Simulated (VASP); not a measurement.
# From an Ansatz input to VASP: RbBr (distorted zincblende)

Ansatz input

```yaml
crystal:
  lattice:
    - [-0.1538, 3.8094, 3.7582]
    - [3.8067, -0.1634, 3.7678]
    - [3.6826, 3.695, -0.0394]
  atoms:
    - { symbol: Rb, position: [0.9997, 0.0012, 0.9947] }
    - { symbol: Br, position: [0.2443, 0.2566, 0.2564] }
kpoints:
  mp_grid: { grid: [6, 6, 6] }
hamiltonian:
  xc: pbe
scf:
  occupations: { method: fermi_dirac, width: 0.02 }
  n_extra_bands: 4
output:
  forces: true
  stress: true
  eigenvalues: true
```

**Question.** Which VASP files do the same job?

**Answer.** 

INCAR

```
ISIF = 2
GGA = PE
ISMEAR = -1
LCHARG = .FALSE.
NBANDS = 15
NELM = 120
LASPH = .TRUE.
ENCUT = 520
SIGMA = 0.02
PREC = Accurate
EDIFF = 1E-7
LWAVE = .FALSE.
LREAL = .FALSE.
NSW = 0
IBRION = -1
```

KPOINTS

```
KPOINTS created by Atomic Simulation Environment
0
Gamma
6 6 6
0 0 0
```

POSCAR

```
Rb Br
 1.0000000000000000
    -0.1538000000000000    3.8094000000000001    3.7582000000000000
     3.8067000000000002   -0.1634000000000000    3.7677999999999998
     3.6825999999999999    3.6949999999999998   -0.0394000000000000
 Rb  Br
   1   1
Cartesian
  3.5138964000000001  7.4834776000000005  3.7224027200000003
  1.8834445200000001  1.8361059800000001  1.8748435799999998
```

VASP ran with the recommended PBE PAW datasets (16 valence electrons in the cell). Other inputs would serve too.

|  | Ansatz | VASP |
| --- | --- | --- |
| gap between bands v and c on the k mesh | 4.11 eV | 4.11 eV |
| least direct gap on the k mesh | 4.21 eV | 4.21 eV |
| pressure | 0.7 GPa | 0.7 GPa |
| largest force | 0.22 eV/Å | 0.22 eV/Å |

Each program uses its own PAW datasets. VASP's cell holds 16 valence electrons and Ansatz's 16. Ansatz's stress includes a Pulay correction; VASP's doesn't.
